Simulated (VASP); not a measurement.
# Si (Fm-3m) in VASP: notebook

One crystal, Si, is run at these levels: r2SCAN; tasks: relaxation of cell and atoms, relaxation of the atoms.

Everything below comes from runs of VASP 6.6.1. Logs are shortened: lines on timing, memory, paths and dates and some standing lists are left out, and cuts for length are marked.

## 1. The structure

Symmetry: Fm-3m, No. 225, cubic system. Conventional cell: a = 3.811 Å, b = 3.811 Å, c = 3.811 Å, α = 90.00°, β = 90.00°, γ = 90.00°. Si (site symmetry m-3m) is surrounded by 12 Si at 2.69 Å.

This isn't the form of Si at room conditions, which is diamond.

## 2. Relaxation of cell and atoms, r2SCAN

The input, INCAR:

```
PREC = Accurate ; ENCUT = 600
EDIFF = 1E-7 ; ISMEAR = 1
SIGMA = 0.1 ; LREAL = F
LASPH = T ; NELM = 80
ALGO = Normal ; ISIF = 3
LWAVE = F ; LCHARG = F
METAGGA = R2SCAN ; LMIXTAU = T
IBRION = 2 ; NSW = 90
EDIFFG = -0.005
```

The input, KPOINTS:

```
Automatic mesh
0
Gamma
  16 16 16
```

The input, POSCAR:

```
Si                                      
1.0
   -0.0000000000      1.9055396442      1.9055396442
    1.9055396442     -0.0000000000      1.9055396442
    1.9055396442      1.9055396442      0.0000000000
  Si            
     1
Direct
     0.0000000000000000    0.0000000000000000    0.0000000000000000
```

Potentials or basis: VASP PAW PBE potentials, release 64 (Si).

Command:

```bash
cat potpaw_PBE.64/Si/POTCAR > POTCAR
mpirun -np 1 vasp_std > vasp.out
```

OUTCAR:

```text
PREC = Accurate
   ENCUT = 600
   EDIFF = 1E-7
   ISMEAR = 1
   LREAL = F
   LASPH = T
   NELM = 80
   ISIF = 3
   METAGGA = R2SCAN
   IBRION = 2
   NSW = 90
   EDIFFG = -0.005

 ion  position               nearest neighbor table
   1  0.000  0.000  0.000-

  LATTYP: Found a face centered cubic cell.
 ALAT       =     3.8110792884

  Lattice vectors:

 A1 = (   0.0000000000,   1.9055396442,   1.9055396442)
 A2 = (   1.9055396442,   0.0000000000,   1.9055396442)
 A3 = (   1.9055396442,   1.9055396442,   0.0000000000)

Analysis of symmetry for initial positions (statically):
=====================================================================
 Subroutine PRICEL returns:
 Original cell was already a primitive cell.

 Routine SETGRP: Setting up the symmetry group for a
 face centered cubic supercell.

 Subroutine GETGRP returns: Found 48 space group operations
 (whereof 48 operations were pure point group operations)
 out of a pool of 48 trial point group operations.

The static configuration has the point symmetry O_h .

Analysis of symmetry for dynamics (positions and initial velocities):
=====================================================================
 Subroutine PRICEL returns:
 Original cell was already a primitive cell.

 Routine SETGRP: Setting up the symmetry group for a
 face centered cubic supercell.

 Subroutine GETGRP returns: Found 48 space group operations
 (whereof 48 operations were pure point group operations)
 out of a pool of 48 trial point group operations.

The dynamic configuration has the point symmetry O_h .

 Subroutine INISYM returns: Found 48 space group operations
 (whereof 48 operations are pure point group operations),
 and found     1 'primitive' translations

----------------------------------------------------------------------------------------

                                     Primitive cell

  volume of cell :      13.8383

  direct lattice vectors                    reciprocal lattice vectors
     0.000000000  1.905539644  1.905539644    -0.262392862  0.262392862  0.262392862
     1.905539644  0.000000000  1.905539644     0.262392862 -0.262392862  0.262392862
     1.905539644  1.905539644  0.000000000     0.262392862  0.262392862 -0.262392862

  length of vectors
     2.694840008  2.694840008  2.694840008     0.454477768  0.454477768  0.454477768

  position of ions in fractional coordinates (direct lattice)
     0.000000000  0.000000000  0.000000000

  ion indices of the primitive-cell ions
   primitive index   ion index
                 1           1

----------------------------------------------------------------------------------------

 KPOINTS: Automatic mesh

Automatic generation of k-mesh.
 Grid dimensions read from file:
 generate k-points for:   16   16   16

 Generating k-lattice:

  Cartesian coordinates                     Fractional coordinates (reciprocal lattice)
    -0.016399554  0.016399554  0.016399554     0.062500000  0.000000000  0.000000000
     0.016399554 -0.016399554  0.016399554     0.000000000  0.062500000  0.000000000
     0.016399554  0.016399554 -0.016399554     0.000000000  0.000000000  0.062500000

  Length of vectors
     0.028404860  0.028404860  0.028404860

  Shift w.r.t. Gamma in fractional coordinates (k-lattice)
     0.000000000  0.000000000  0.000000000

 Subroutine IBZKPT returns following result:
 ===========================================

 Found    145 irreducible k-points:

 Following reciprocal coordinates:
            Coordinates               Weight
  0.000000  0.000000  0.000000      1.000000
  0.062500  0.000000  0.000000      8.000000
  0.125000  0.000000  0.000000      8.000000
  0.187500  0.000000  0.000000      8.000000
  0.250000  0.000000  0.000000      8.000000
  0.312500  0.000000  0.000000      8.000000
[... 16 lines left out ...]
 -0.125000  0.062500  0.000000     24.000000
 -0.062500  0.062500  0.000000     12.000000
 [... further k-points ...]
   k-points           NKPTS =    145   k-points in BZ     NKDIM =    145   number of bands    NBANDS=      6
   number of dos      NEDOS =    301   number of ions     NIONS =      1
   total plane-waves  NPLWV =  13824
   dimension x,y,z NGX =    24 NGY =   24 NGZ =   24
   dimension x,y,z NGXF=    48 NGYF=   48 NGZF=   48
   ions per type =               1
   NGX,Y,Z   is equivalent  to a cutoff of  14.81, 14.81, 14.81 a.u.
   NGXF,Y,Z  is equivalent  to a cutoff of  29.61, 29.61, 29.61 a.u.
 SYSTEM =  unknown system
   PREC   = accura    normal or accurate (medium, high low for compatibility)
   ISTART =      0    job   : 0-new  1-cont  2-samecut
   ICHARG =      2    charge: 1-file 2-atom 10-const
   ISPIN  =      1    spin polarized calculation?
   LNONCOLLINEAR =      F non collinear calculations
   LSORBIT =      F    spin-orbit coupling
   LASPH  =      T    aspherical Exc in radial PAW
   ENCUT  =  600.0 eV  44.10 Ry    6.64 a.u.   5.38  5.38  5.38*2*pi/ulx,y,z
   NELM   =     80;   NELMIN=  2; NELMDL= -5     # of ELM steps
   EDIFF  = 0.1E-06   stopping-criterion for ELM
   LREAL  =      F    real-space projection
   EDIFFG = -.5E-02   stopping-criterion for IOM
   NSW    =     90    number of steps for IOM
   IBRION =      2    ionic relax: 0-MD 1-quasi-New 2-CG
   NFREE  =      1    steps in history (QN), initial steepest desc. (CG)
   ISIF   =      3    stress and relaxation
   ISYM   =      2    0-nonsym 1-usesym 2-fastsym
   POTIM  = 0.5000    time-step for ionic-motion
   TEBEG  =    0.0;   TEEND  =   0.0 temperature during run
   PSTRESS=    0.0 pullay stress
   NELECT =       4.0000    total number of electrons
   NUPDOWN=      -1.0000    fix difference up-down
   EMIN   =  10.00;   EMAX   =-10.00  energy-range for DOS
   EFERMI =   0.00;   METHOD = LEGACY
   ISMEAR =     1;   SIGMA  =   0.10  broadening in eV -4-tet -1-fermi 0-gaus
   EFERMI_NEDOS =   21; number of points for ismear=-14 and -15
   IALGO  =     38    algorithm
   IMIX   =      4    mixing-type and parameters
     AMIX     =   0.40;   BMIX     =  1.00
     AMIX_MAG =   1.60;   BMIX_MAG =  1.00
  volume/ion in A,a.u.               =      13.84        93.39
  Fermi-wavevector in a.u.,A,eV,Ry     =   1.082431  2.045498 15.941356  1.171657
  Thomas-Fermi vector in A             =   2.218472
   LORBIT       =      0    0 simple, 1 ext, 2 COOP (PROOUT), +10 PAW based schemes
   METAGGA = R2SCAN    functional components
   LHFCALC =     F    Hartree Fock is set to
   AEXX    =    0.0000 exact exchange contribution
   IVDW    =     0    specifies the selected vdW correction
   LEPSILON=     F    determine dielectric tensor
   LRPA    =     F    only Hartree local field effects (RPA)
 conjugate gradient relaxation of ions
 non-spin polarized calculation
 Methfessel and Paxton  Order N= 1 SIGMA  =   0.10
  energy-cutoff  :      600.00
  volume of cell :       13.84
 maximum number of plane-waves:       477
 NGX is ok and might be reduce to    24
   NGX = 11   NGY = 11   NGZ = 11

 number of electron       4.0000000 magnetization

 Free energy of the ion-electron system (eV)
  ---------------------------------------------------
  ext. energy  EPLUGINS =         0.00000000
  ---------------------------------------------------
  free energy    TOTEN  =        -8.02575420 eV

  energy without entropy =       -8.02597451  energy(sigma->0) =       -8.02582764

 E-fermi :  10.8127     XC(G=0): -12.1789

 val. band max:       10.7959558840   @ k =   0.5000   0.3750   0.0000
 cond. band min:      10.8309267608   @ k =  -0.2500   0.1250   0.0000
 fundamental gap:      0.0349708768
 Fermi energy:        10.8127012117

 k-point     1 :       0.0000    0.0000    0.0000
  band No.  band energies     occupation
      1      -5.0028      2.00000
      2      23.3851      0.00000
      3      23.3851      0.00000
      4      23.3851      0.00000
      5      23.6300      0.00000
      6      23.6300      0.00000

 k-point     2 :       0.0625    0.0000    0.0000
  band No.  band energies     occupation
      1      -4.8781      2.00000
      2      20.9054      0.00000
      3      22.4822      0.00000
      4      22.4822      0.00000
      5      24.6939      0.00000
      6      24.6939      0.00000

 k-point     3 :       0.1250    0.0000    0.0000
  band No.  band energies     occupation
      1      -4.5044      2.00000
      2      17.9745      0.00000
      3      21.6604      0.00000
      4      21.6604      0.00000
      5      25.3730      0.00000
      6      25.8852      0.00000

 k-point     4 :       0.1875    0.0000    0.0000
  band No.  band energies     occupation
      1      -3.8830      2.00000
      2      15.0462      0.00000
      3      21.0390      0.00000
      4      21.0390      0.00000
      5      25.3355      0.00000
      6      26.3140      0.00000

 k-point     5 :       0.2500    0.0000    0.0000
  band No.  band energies     occupation
      1      -3.0160      2.00000
      2      12.2352     -0.00000
      3      20.6197      0.00000
      4      20.6197      0.00000
      5      25.2491      0.00000
      6      25.4378      0.00000
[... 136 lines left out ...]
 k-point    21 :      -0.2500    0.0625    0.0000
  band No.  band energies     occupation
      1      -2.5632      2.00000
      2      11.4290     -0.00000
      3      18.4368      0.00000
      4      21.7440      0.00000
      5      24.0968      0.00000
      6      25.5717      0.00000

 k-point    22 :      -0.1875    0.0625    0.0000
  band No.  band energies     occupation
      1      -3.5109      2.00000
      2      14.1789      0.00000
      3      18.7681      0.00000
      4      22.2527      0.00000
      5      25.0127      0.00000
      6      25.9332      0.00000

 k-point    23 :      -0.1250    0.0625    0.0000
  band No.  band energies     occupation
      1      -4.2142      2.00000
      2      17.0515      0.00000
      3      19.3151      0.00000
      4      22.8724      0.00000
      5      24.9505      0.00000
      6      25.8676      0.00000

 k-point    24 :      -0.0625    0.0625    0.0000
  band No.  band energies     occupation
      1      -4.6704      2.00000
      2      19.7974      0.00000
      3      20.2101      0.00000
      4      23.4894      0.00000
      5      23.9522      0.00000
      6      25.4779      0.00000

 [... further k-points ...]
[... 5 lines left out ...]
  --------------------------------------------------------------------------------------
  -------------------------------------------------------------------------------------
  Total       -0.0015049     -0.0015049     -0.0015049      0.0000000      0.0000000     -0.0000000
  in kB       -0.1742298     -0.1742298     -0.1742298      0.0000000      0.0000000     -0.0000000
  external PRESSURE =      -0.1742298 kB  Pullay stress =       0.0000000 kB

 VOLUME and BASIS-vectors are now :
 -----------------------------------------------------------------------------
  energy-cutoff  :      600.00
  volume of cell :       13.84
      direct lattice vectors                 reciprocal lattice vectors
     0.000000000  1.905539644  1.905539644    -0.262392862  0.262392862  0.262392862
     1.905539644  0.000000000  1.905539644     0.262392862 -0.262392862  0.262392862
     1.905539644  1.905539644  0.000000000     0.262392862  0.262392862 -0.262392862

 POSITION                                       TOTAL-FORCE (eV/Angst)
 -----------------------------------------------------------------------------------
      0.00000      0.00000      0.00000         0.000000      0.000000      0.000000
 -----------------------------------------------------------------------------------
    total drift:                                0.000000      0.000000      0.000000

  FREE ENERGIE OF THE ION-ELECTRON SYSTEM (eV)
  ---------------------------------------------------
  free  energy   TOTEN  =        -8.0257542024 eV

  energy  without entropy=       -8.0259745090  energy(sigma->0) =       -8.02582764

 reached required accuracy - stopping structural energy minimisation
```

It took 55 s on 1 thread of Intel Xeon Platinum 8488C (Sapphire Rapids), shared host; peak memory 0.14 GiB.

Results:

| Quantity | Value |
| --- | --- |
| Free energy | -8.0258 eV |
| Pressure after relaxing | 0.0 GPa |
| Band gap on the k mesh | none (metal or under the smearing width) |

Final structure:
```
CELL_PARAMETERS angstrom
0.00000 1.90554 1.90554
1.90554 0.00000 1.90554
1.90554 1.90554 0.00000
ATOMIC_POSITIONS crystal
Si 0.00000 0.00000 0.00000
```

Caveat: the relaxation stopped at its first step, so nothing moved; the PAW data sets were made with another functional, which shifts forces and pressure a little.

## 3. Relaxation of the atoms, r2SCAN (a relaxed cell with its volume scaled by 0.94)

The input, INCAR:

```
PREC = Accurate ; ENCUT = 600
EDIFF = 1E-7 ; ISMEAR = 1
SIGMA = 0.1 ; LREAL = F
LASPH = T ; NELM = 80
ALGO = Normal ; ISIF = 2
LWAVE = F ; LCHARG = F
METAGGA = R2SCAN ; LMIXTAU = T
IBRION = 2 ; NSW = 40
EDIFFG = -0.01
```

KPOINTS is that of step 2.

The input, POSCAR:

```
Si                                      
1.0
    0.0000000000      1.8666401651      1.8666401651
    1.8666401651      0.0000000000      1.8666401651
    1.8666401651      1.8666401651      0.0000000000
  Si            
     1
Direct
     0.0000000000000000    0.0000000000000000    0.0000000000000000
```

Potentials or basis: VASP PAW PBE potentials, release 64 (Si).

Command:

```bash
cat potpaw_PBE.64/Si/POTCAR > POTCAR
mpirun -np 1 vasp_std > vasp.out
```

Wall time 57 s (1 thread of Intel Xeon Platinum 8488C (Sapphire Rapids), shared host); peak memory 0.14 GiB.

The run converged. Its results:

```
Free energy             : -8.0108 eV
Pressure after relaxing : 6.0 GPa
Band gap on the k mesh  : none (metal or under the smearing width)
```

Final structure:
```
Si
1.0
     0.00000    1.86664    1.86664
     1.86664    0.00000    1.86664
     1.86664    1.86664    0.00000
Si
1
Direct
  0.00000 0.00000 0.00000
```

Levels at points of the mesh, in eV from the Fermi level:
| k point | band 1 | band 2 | band 3 | band 4 | band 5 | band 6 |
| --- | --- | --- | --- | --- | --- | --- |
| (0.00, 0.00, 0.00) | -16.50 | 13.02 | 13.02 | 13.02 | 13.38 | 13.38 |
| (0.50, 0.00, 0.00) | -8.39 | -8.29 | 10.26 | 10.26 | 11.74 | 11.74 |
| (0.50, 0.50, 0.00) | -6.40 | -4.81 | 3.71 | 3.71 | 4.29 | 8.14 |

Caveat: the relaxation stopped at its first step, so nothing moved; the PAW data sets were made with another functional, which shifts forces and pressure a little.

## 4. Relaxation of the atoms, r2SCAN (a relaxed cell with its volume scaled by 0.96)

INCAR is that of step 3.

KPOINTS is that of step 3.

The input, POSCAR:

```
Si                                      
1.0
    0.0000000000      1.8797859515      1.8797859515
    1.8797859515      0.0000000000      1.8797859515
    1.8797859515      1.8797859515      0.0000000000
  Si            
     1
Direct
     0.0000000000000000    0.0000000000000000    0.0000000000000000
```

Command:

```bash
cat potpaw_PBE.64/Si/POTCAR > POTCAR
mpirun -np 1 vasp_std > vasp.out
```

Wall time 55 s (1 thread of Intel Xeon Platinum 8488C (Sapphire Rapids), shared host); peak memory 0.14 GiB.

The run converged. Its results:

```yaml
Free_energy: -8.0192 eV
Pressure_after_relaxing: 3.8 GPa
Band_gap_on_the_k_mesh: none (metal or under the smearing width)
```

Final structure:
```
CELL_PARAMETERS angstrom
0.00000 1.87979 1.87979
1.87979 0.00000 1.87979
1.87979 1.87979 0.00000
ATOMIC_POSITIONS crystal
Si 0.00000 0.00000 0.00000
```

Levels at points of the mesh, in eV from the Fermi level:
| k point | band 1 | band 2 | band 3 | band 4 | band 5 | band 6 |
| --- | --- | --- | --- | --- | --- | --- |
| (0.00, 0.00, 0.00) | -16.25 | 12.97 | 12.97 | 12.97 | 13.12 | 13.12 |
| (0.50, 0.00, 0.00) | -8.29 | -8.10 | 10.07 | 10.07 | 11.70 | 11.70 |
| (0.50, 0.50, 0.00) | -6.26 | -4.75 | 3.66 | 3.66 | 4.36 | 8.01 |

Caveat: the relaxation stopped at its first step, so nothing moved; the PAW data sets were made with another functional, which shifts forces and pressure a little.

## 5. Relaxation of the atoms, r2SCAN (a relaxed cell with its volume scaled by 0.98)

INCAR is that of step 4.

KPOINTS is that of step 4.

The input, POSCAR:

```
Si                                      
1.0
    0.0000000000      1.8927504022      1.8927504022
    1.8927504022      0.0000000000      1.8927504022
    1.8927504022      1.8927504022      0.0000000000
  Si            
     1
Direct
     0.0000000000000000    0.0000000000000000    0.0000000000000000
```

Command:

```bash
cat potpaw_PBE.64/Si/POTCAR > POTCAR
mpirun -np 1 vasp_std > vasp.out
```

Run time: 56 s. Hardware: 1 thread of Intel Xeon Platinum 8488C (Sapphire Rapids), shared host; peak memory 0.14 GiB.

The run converged. Its results:

```
Free energy             : -8.0241 eV
Pressure after relaxing : 1.9 GPa
Band gap on the k mesh  : none (metal or under the smearing width)
```

Final structure:
```
Si
1.0
     0.00000    1.89275    1.89275
     1.89275    0.00000    1.89275
     1.89275    1.89275    0.00000
Si
1
Direct
  0.00000 0.00000 0.00000
```

Levels at points of the mesh, in eV from the Fermi level:
```csv
k point,band 1,band 2,band 3,band 4,band 5,band 6
"(0.00, 0.00, 0.00)",-16.02,12.85,12.85,12.85,12.90,12.90
"(0.50, 0.00, 0.00)",-8.21,-7.93,9.87,9.87,11.66,11.66
"(0.50, 0.50, 0.00)",-6.14,-4.70,3.61,3.61,4.42,7.87
```

Caveat: the relaxation stopped at its first step, so nothing moved; the PAW data sets were made with another functional, which shifts forces and pressure a little.

## 6. Relaxation of the atoms, r2SCAN

INCAR is that of step 5.

KPOINTS is that of step 5.

The input, POSCAR:

```
Si                                      
1.0
    0.0000000000      1.9055396442      1.9055396442
    1.9055396442      0.0000000000      1.9055396442
    1.9055396442      1.9055396442      0.0000000000
  Si            
     1
Direct
     0.0000000000000000    0.0000000000000000    0.0000000000000000
```

Potentials or basis: VASP PAW PBE potentials, release 64 (Si).

Command:

```bash
cat potpaw_PBE.64/Si/POTCAR > POTCAR
mpirun -np 1 vasp_std > vasp.out
```

Wall time 56 s (1 thread of Intel Xeon Platinum 8488C (Sapphire Rapids), shared host); peak memory 0.14 GiB.

Results (log left out):

* Free energy: -8.0258 eV
* Pressure after relaxing: 0.0 GPa
* Band gap on the k mesh: none (metal or under the smearing width)

Final structure:
```
Si
1.0
     0.00000    1.90554    1.90554
     1.90554    0.00000    1.90554
     1.90554    1.90554    0.00000
Si
1
Direct
  0.00000 0.00000 0.00000
```

Levels at points of the mesh, in eV from the Fermi level:
```tsv
k point	band 1	band 2	band 3	band 4	band 5	band 6
(0.00, 0.00, 0.00)	-15.82	12.57	12.57	12.57	12.82	12.82
(0.50, 0.00, 0.00)	-8.15	-7.79	9.66	9.66	11.59	11.59
(0.50, 0.50, 0.00)	-6.03	-4.69	3.54	3.54	4.46	7.73
```

Caveat: the relaxation stopped at its first step, so nothing moved; the PAW data sets were made with another functional, which shifts forces and pressure a little.

## 7. The runs side by side

```csv
task,cell,gap on the mesh (eV),pressure (GPa)
relaxation of cell and atoms,relaxed,none,0.0
relaxation of the atoms,atoms relaxed from: a relaxed cell with its volume scaled by 0.94,none,6.0
relaxation of the atoms,atoms relaxed from: a relaxed cell with its volume scaled by 0.96,none,3.8
relaxation of the atoms,atoms relaxed from: a relaxed cell with its volume scaled by 0.98,none,1.9
relaxation of the atoms,atoms relaxed,none,0.0
```

Alike in all rows: level r2SCAN; potentials or basis VASP PAW PBE potentials, release 64 (Si); no spin polarisation; k mesh 16 × 16 × 16; cutoff (eV) 600; smearing methfessel-paxton 0.1 eV.

Caveats: the relaxation stopped at its first step, so nothing moved; the PAW data sets were made with another functional, which shifts forces and pressure a little.

Absolute energies hang on the potentials; compare differences alone.
